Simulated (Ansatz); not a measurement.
SiC

Level of theory: DFT, PBE, scalar-relativistic, no spin polarisation; plane waves to 420 eV with PAW datasets (Ansatz 0.2.0), Γ-centred 12×12×8 mesh, 0.05 eV Gaussian smearing. The datasets are Ansatz's generated set soft_2.

```xyz
4
Lattice="3.0919 0.0000 0.0000 -1.5460 2.6777 0.0000 0.0000 0.0000 5.0743" Properties=species:S:1:pos:R:3 pbc="T T T"
Si    0.0000    1.7851    0.0233
Si    1.5460    0.8926    2.5604
C     0.0000    1.7851    1.9304
C     1.5460    0.8926    4.4675
```

The chain of runs began from a cell as deposited in COD, expanded in volume.

Cell and atoms are those of this level's equilibrium.

Path: Γ–M–K–Γ–A–L–H–A | L–M | H–K, with Γ = (0.000, 0.000, 0.000), M = (0.500, 0.000, 0.000), K = (0.333, 0.333, 0.000), A = (0.000, 0.000, 0.500), L = (0.500, 0.000, 0.500), H = (0.333, 0.333, 0.500) in reciprocal vectors of the calculation's cell.

Is it a metal or an insulator, and if it has a gap, where are the band edges on this path?

An insulator with a gap of 2.31 eV on the path, the valence band topping at Γ and the conduction band bottoming at K; the smallest direct gap is 3.94 eV.

Levels between -6 and 6 eV from the Fermi level at the path's named points:
```tsv
point	below E_F (eV)	above E_F (eV)
Γ	-2.46 -2.46 -1.26 -1.15 -1.15	3.52 4.88 5.42 5.42
M	-4.44 -4.39 -2.34	1.60 3.06 5.60 5.92
K	-5.15 -5.15 -4.93	1.15
A	-5.56 -5.56 -1.86 -1.86 -1.86 -1.86	4.61 4.61
L	-3.58 -3.58 -3.47 -3.47	2.10 2.10 4.04 4.04
H	-2.88 -2.88	3.84 3.84 4.84 4.84
```

Within 0.6 eV of the edges the projected states are 90 % C 2p at the top of the valence band and 67 % Si 3p at the bottom of the conduction band. 

Cost: 10 s on 4 threads of Intel(R) Xeon(R) 6975P-C (Granite Rapids) (shared host), peak memory 0.42 GiB.

Kohn–Sham gaps of semilocal functionals lie under measured ones, often by a third or more.
